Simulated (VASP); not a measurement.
# Si (Fd-3m) in VASP: settings compared, part 2 of 2

VASP 6.6.1. Earlier steps stand in the parts before.

## 4. Band structure, rev-vdW-DF2

This run uses another cell than the first one, of 20.30 Å³/atom, 1.020 times its volume.

Contents of INCAR:

```
SYSTEM = Si
  PREC = Accurate
  ENCUT = 520
  EDIFF = 1E-6
  ISMEAR = 0
  SIGMA = 0.03
  LREAL = .False.
  LASPH = .True.
  NELM = 80
  ALGO = Normal
  ISIF = 2
  LWAVE = .False.
  LCHARG = .False.
  GGA = MK
  LUSE_VDW = .True.
  AGGAC = 0.0
  PARAM1 = 0.1234
  PARAM2 = 0.711357
  ZAB_VDW = -1.8867
  NBANDS = 11
  ICORELEVEL = 1
```

Contents of KPOINTS:

```
regular mesh
0
Gamma
  10 10 10
  0 0 0
```

Contents of POSCAR:

```
Si                                      
1.0
    0.0000000000      2.7277913266      2.7277913266
    2.7277913266      0.0000000000      2.7277913266
    2.7277913266      2.7277913266      0.0000000000
  Si            
     2
Direct
     0.7500000000000000    0.7500000000000000    0.7500000000000000
     0.5000000000000000    0.5000000000000000    0.5000000000000000
```

Contents of KPOINTS_OPT:

```
explicit points
109
Reciprocal
 0.0000000000  0.0000000000  0.0000000000 1
 0.0555555556  0.0000000000  0.0555555556 1
 0.1111111111  0.0000000000  0.1111111111 1
 0.1666666667  0.0000000000  0.1666666667 1
 0.2222222222  0.0000000000  0.2222222222 1
 0.2777777778  0.0000000000  0.2777777778 1
 0.3333333333  0.0000000000  0.3333333333 1
 0.3888888889  0.0000000000  0.3888888889 1
 0.4444444444  0.0000000000  0.4444444444 1
 0.5000000000  0.0000000000  0.5000000000 1
 0.5000000000  0.0000000000  0.5000000000 1
 0.5000000000  0.0277777778  0.5277777778 1
 0.5000000000  0.0555555556  0.5555555556 1
 0.5000000000  0.0833333333  0.5833333333 1
 0.5000000000  0.1111111111  0.6111111111 1
 0.5000000000  0.1388888889  0.6388888889 1
 0.5000000000  0.1666666667  0.6666666667 1
 0.5000000000  0.1944444444  0.6944444444 1
 0.5000000000  0.2222222222  0.7222222222 1
 0.5000000000  0.2500000000  0.7500000000 1
 0.5000000000  0.2500000000  0.7500000000 1
 0.4861111111  0.2638888889  0.7500000000 1
 0.4722222222  0.2777777778  0.7500000000 1
 0.4583333333  0.2916666667  0.7500000000 1
 0.4444444444  0.3055555556  0.7500000000 1
 0.4305555556  0.3194444444  0.7500000000 1
 0.4166666667  0.3333333333  0.7500000000 1
 0.4027777778  0.3472222222  0.7500000000 1
 0.3888888889  0.3611111111  0.7500000000 1
 0.3750000000  0.3750000000  0.7500000000 1
 0.3750000000  0.3750000000  0.7500000000 1
 0.3333333333  0.3333333333  0.6666666667 1
 0.2916666667  0.2916666667  0.5833333333 1
 0.2500000000  0.2500000000  0.5000000000 1
 0.2083333333  0.2083333333  0.4166666667 1
 0.1666666667  0.1666666667  0.3333333333 1
 0.1250000000  0.1250000000  0.2500000000 1
 0.0833333333  0.0833333333  0.1666666667 1
 0.0416666667  0.0416666667  0.0833333333 1
 0.0000000000  0.0000000000  0.0000000000 1
 0.0000000000  0.0000000000  0.0000000000 1
 0.0555555556  0.0555555556  0.0555555556 1
 0.1111111111  0.1111111111  0.1111111111 1
 0.1666666667  0.1666666667  0.1666666667 1
 0.2222222222  0.2222222222  0.2222222222 1
 0.2777777778  0.2777777778  0.2777777778 1
 0.3333333333  0.3333333333  0.3333333333 1
 0.3888888889  0.3888888889  0.3888888889 1
 0.4444444444  0.4444444444  0.4444444444 1
 0.5000000000  0.5000000000  0.5000000000 1
 0.5000000000  0.5000000000  0.5000000000 1
 0.5138888889  0.4722222222  0.5138888889 1
 0.5277777778  0.4444444444  0.5277777778 1
 0.5416666667  0.4166666667  0.5416666667 1
 0.5555555556  0.3888888889  0.5555555556 1
 0.5694444444  0.3611111111  0.5694444444 1
 0.5833333333  0.3333333333  0.5833333333 1
 0.5972222222  0.3055555556  0.5972222222 1
 0.6111111111  0.2777777778  0.6111111111 1
 0.6250000000  0.2500000000  0.6250000000 1
 0.6250000000  0.2500000000  0.6250000000 1
 0.6111111111  0.2500000000  0.6388888889 1
 0.5972222222  0.2500000000  0.6527777778 1
 0.5833333333  0.2500000000  0.6666666667 1
 0.5694444444  0.2500000000  0.6805555556 1
 0.5555555556  0.2500000000  0.6944444444 1
 0.5416666667  0.2500000000  0.7083333333 1
 0.5277777778  0.2500000000  0.7222222222 1
 0.5138888889  0.2500000000  0.7361111111 1
 0.5000000000  0.2500000000  0.7500000000 1
 0.5000000000  0.2500000000  0.7500000000 1
 0.5000000000  0.2777777778  0.7222222222 1
 0.5000000000  0.3055555556  0.6944444444 1
 0.5000000000  0.3333333333  0.6666666667 1
 0.5000000000  0.3611111111  0.6388888889 1
 0.5000000000  0.3888888889  0.6111111111 1
 0.5000000000  0.4166666667  0.5833333333 1
 0.5000000000  0.4444444444  0.5555555556 1
 0.5000000000  0.4722222222  0.5277777778 1
 0.5000000000  0.5000000000  0.5000000000 1
 0.5000000000  0.5000000000  0.5000000000 1
 0.4861111111  0.4861111111  0.5277777778 1
 0.4722222222  0.4722222222  0.5555555556 1
 0.4583333333  0.4583333333  0.5833333333 1
 0.4444444444  0.4444444444  0.6111111111 1
 0.4305555556  0.4305555556  0.6388888889 1
 0.4166666667  0.4166666667  0.6666666667 1
 0.4027777778  0.4027777778  0.6944444444 1
 0.3888888889  0.3888888889  0.7222222222 1
 0.3750000000  0.3750000000  0.7500000000 1
 0.6250000000  0.2500000000  0.6250000000 1
 0.6111111111  0.2222222222  0.6111111111 1
 0.5972222222  0.1944444444  0.5972222222 1
 0.5833333333  0.1666666667  0.5833333333 1
 0.5694444444  0.1388888889  0.5694444444 1
 0.5555555556  0.1111111111  0.5555555556 1
 0.5416666667  0.0833333333  0.5416666667 1
 0.5277777778  0.0555555556  0.5277777778 1
 0.5138888889  0.0277777778  0.5138888889 1
 0.5000000000  0.0000000000  0.5000000000 1
 0.0000000000  0.0000000000  0.0000000000 1
 0.3750000000  0.3750000000  0.7500000000 1
 0.5000000000  0.5000000000  0.5000000000 1
 0.6250000000  0.2500000000  0.6250000000 1
 0.5000000000  0.2500000000  0.7500000000 1
 0.5000000000  0.0000000000  0.5000000000 1
 0.4000000000  0.0000000000  0.4000000000 1
 0.4250000000  0.0000000000  0.4250000000 1
 0.4500000000  0.0000000000  0.4500000000 1
```

Potentials or basis: VASP PAW PBE potentials, release 64 (Si).

On the command line:

```bash
cat potpaw_PBE.64/Si/POTCAR > POTCAR
mpirun -np 1 vasp_std > vasp.out
```

OUTCAR:

```text
SYSTEM = Si
   PREC = Accurate
   ENCUT = 520
   EDIFF = 1E-6
   ISMEAR = 0
   LREAL = .False.
   LASPH = .True.
   NELM = 80
   ISIF = 2
   GGA = MK

 ion  position               nearest neighbor table
   1  0.750  0.750  0.750-   2 2.36   2 2.36   2 2.36   2 2.36
   2  0.500  0.500  0.500-   1 2.36   1 2.36   1 2.36   1 2.36

  LATTYP: Found a face centered cubic cell.
 ALAT       =     5.4555826532

  Lattice vectors:

 A1 = (   0.0000000000,   2.7277913266,   2.7277913266)
 A2 = (   2.7277913266,   0.0000000000,   2.7277913266)
 A3 = (   2.7277913266,   2.7277913266,   0.0000000000)

Analysis of symmetry for initial positions (statically):
=====================================================================
 Subroutine PRICEL returns:
 Original cell was already a primitive cell.

 Routine SETGRP: Setting up the symmetry group for a
 face centered cubic supercell.

 Subroutine GETGRP returns: Found 48 space group operations
 (whereof 24 operations were pure point group operations)
 out of a pool of 48 trial point group operations.

The static configuration has the point symmetry T_d .
[... 179 lines left out ...]
  band No.  band energies     occupation
      1      -6.1998      2.00000
      2       5.6452      2.00000
      3       5.6452      2.00000
      4       5.6452      2.00000
      5       8.2350      0.00000
      6       8.2350      0.00000
      7       8.2350      0.00000
      8       8.8585      0.00000
      9      13.4244      0.00000
     10      13.4244      0.00000
     11      13.4694      0.00000
[... 267 lines left out ...]
 k-point    21 :      -0.3000    0.2000    0.0000
  band No.  band energies     occupation
      1      -4.1594      2.00000
      2      -0.0193      2.00000
      3       2.2458      2.00000
      4       4.3534      2.00000
      5       8.1060      0.00000
      6      10.1897      0.00000
      7      10.2195      0.00000

------------------------ aborting loop because EDIFF is reached ----------------------------------------

  FORCE on cell =-STRESS in cart. coord.  units (eV):
  Direction    XX          YY          ZZ          XY          YZ          ZX
  --------------------------------------------------------------------------------------
  -------------------------------------------------------------------------------------
  Total       -0.0002064     -0.0002064     -0.0002064      0.0000000      0.0000000      0.0000000
  in kB       -0.0081447     -0.0081447     -0.0081447      0.0000000      0.0000000      0.0000000
  external PRESSURE =      -0.0081447 kB  Pullay stress =       0.0000000 kB

 VOLUME and BASIS-vectors are now :
 -----------------------------------------------------------------------------
  energy-cutoff  :      520.00
  volume of cell :       40.59
      direct lattice vectors                 reciprocal lattice vectors
     0.000000000  2.727791327  2.727791327    -0.183298479  0.183298479  0.183298479
     2.727791327  0.000000000  2.727791327     0.183298479 -0.183298479  0.183298479
     2.727791327  2.727791327  0.000000000     0.183298479  0.183298479 -0.183298479

 POSITION                                       TOTAL-FORCE (eV/Angst)
 -----------------------------------------------------------------------------------
      4.09169      4.09169      4.09169         0.000000     -0.000000      0.000000
      2.72779      2.72779      2.72779        -0.000000      0.000000     -0.000000
 -----------------------------------------------------------------------------------
    total drift:                                0.000000     -0.000000     -0.000000

  FREE ENERGIE OF THE ION-ELECTRON SYSTEM (eV)
  ---------------------------------------------------
  free  energy   TOTEN  =        -8.8276425539 eV

  energy  without entropy=       -8.8276425539  energy(sigma->0) =       -8.82764255

Total vdW correction in eV:      1.1337184
```

Run time: 36 s. Hardware: 1 thread of Intel Xeon 6975P-C (Granite Rapids), shared host; peak memory 0.35 GiB.

Results:

```
Free energy             : -8.8276 eV
Pressure                : 0.0 GPa
Band gap on the k mesh  : 0.61 eV, indirect (least direct gap 2.59 eV)
Band gap along the path : 0.60 eV, indirect (least direct gap 2.59 eV)
```

Levels at the corners of the path, in eV from the valence-band top:
| point | band 1 | band 2 | band 3 | band 4 | band 5 | band 6 | band 7 | band 8 | band 9 |
| --- | --- | --- | --- | --- | --- | --- | --- | --- | --- |
| Γ | -11.84 | 0.00 | 0.00 | 0.00 | 2.59 | 2.59 | 2.59 | 3.21 | 7.78 |
| X | -7.75 | -7.75 | -2.80 | -2.80 | 0.74 | 0.74 | 10.01 | 10.01 | 10.94 |
| X | -7.75 | -7.75 | -2.80 | -2.80 | 0.74 | 0.74 | 10.01 | 10.01 | 10.94 |
| W | -7.59 | -7.59 | -3.78 | -3.78 | 4.27 | 4.27 | 4.98 | 4.98 | 10.51 |
| W | -7.59 | -7.59 | -3.78 | -3.78 | 4.27 | 4.27 | 4.98 | 4.98 | 10.51 |
| K | -8.16 | -7.17 | -4.23 | -2.38 | 1.23 | 4.12 | 7.44 | 7.94 | 8.14 |
| K | -8.16 | -7.17 | -4.23 | -2.38 | 1.23 | 4.12 | 7.44 | 7.94 | 8.14 |
| Γ | -11.84 | 0.00 | 0.00 | 0.00 | 2.59 | 2.59 | 2.59 | 3.21 | 7.78 |
| Γ | -11.84 | 0.00 | 0.00 | 0.00 | 2.59 | 2.59 | 2.59 | 3.21 | 7.78 |
| L | -9.55 | -6.89 | -1.18 | -1.18 | 1.50 | 3.38 | 3.38 | 7.67 | 10.55 |
| L | -9.55 | -6.89 | -1.18 | -1.18 | 1.50 | 3.38 | 3.38 | 7.67 | 10.55 |
| U | -8.16 | -7.17 | -4.23 | -2.38 | 1.23 | 4.12 | 7.44 | 7.94 | 8.14 |
| U | -8.16 | -7.17 | -4.23 | -2.38 | 1.23 | 4.12 | 7.44 | 7.94 | 8.14 |
| W | -7.59 | -7.59 | -3.78 | -3.78 | 4.27 | 4.27 | 4.98 | 4.98 | 10.51 |
| W | -7.59 | -7.59 | -3.78 | -3.78 | 4.27 | 4.27 | 4.98 | 4.98 | 10.51 |
| L | -9.55 | -6.89 | -1.18 | -1.18 | 1.50 | 3.38 | 3.38 | 7.67 | 10.55 |
| L | -9.55 | -6.89 | -1.18 | -1.18 | 1.50 | 3.38 | 3.38 | 7.67 | 10.55 |
| K | -8.16 | -7.17 | -4.23 | -2.38 | 1.23 | 4.12 | 7.44 | 7.94 | 8.14 |
| U | -8.16 | -7.17 | -4.23 | -2.38 | 1.23 | 4.12 | 7.44 | 7.94 | 8.14 |
| X | -7.75 | -7.75 | -2.80 | -2.80 | 0.74 | 0.74 | 10.01 | 10.01 | 10.94 |

Core levels (eV, on the scale of the bands):
| atom | levels |
| --- | --- |
| 1 Si | 1s -1773.7, 2s -127.7, 2p -83.8 |
| 2 Si | 1s -1773.7, 2s -127.7, 2p -83.8 |

Caveat: the PAW data sets were made with another functional, which shifts forces and pressure a little.

## 5. The runs side by side

```csv
level,cell,gap on the mesh (eV),pressure (GPa)
PBE+D3(BJ),"Fd-3m, 19.9 Å³/atom",0.57,0.0
RPBE,"Fd-3m, 20.77 Å³/atom",0.70,0.0
rev-vdW-DF2,"Fd-3m, 20.3 Å³/atom",0.61,0.0
```

Alike in all rows: task band structure; potentials or basis VASP PAW PBE potentials, release 64 (Si); no spin polarisation; k mesh 10 × 10 × 10; cutoff (eV) 520; smearing gaussian 0.03 eV.

On the cell as given the gap runs from 0.56 eV (PBE+D3(BJ)) to 0.70 eV (RPBE).

Caveats: the PAW data sets were made with another functional, which shifts forces and pressure a little (some runs).

Total energies depend on the potentials used, so only differences within one code and one set of settings carry meaning.
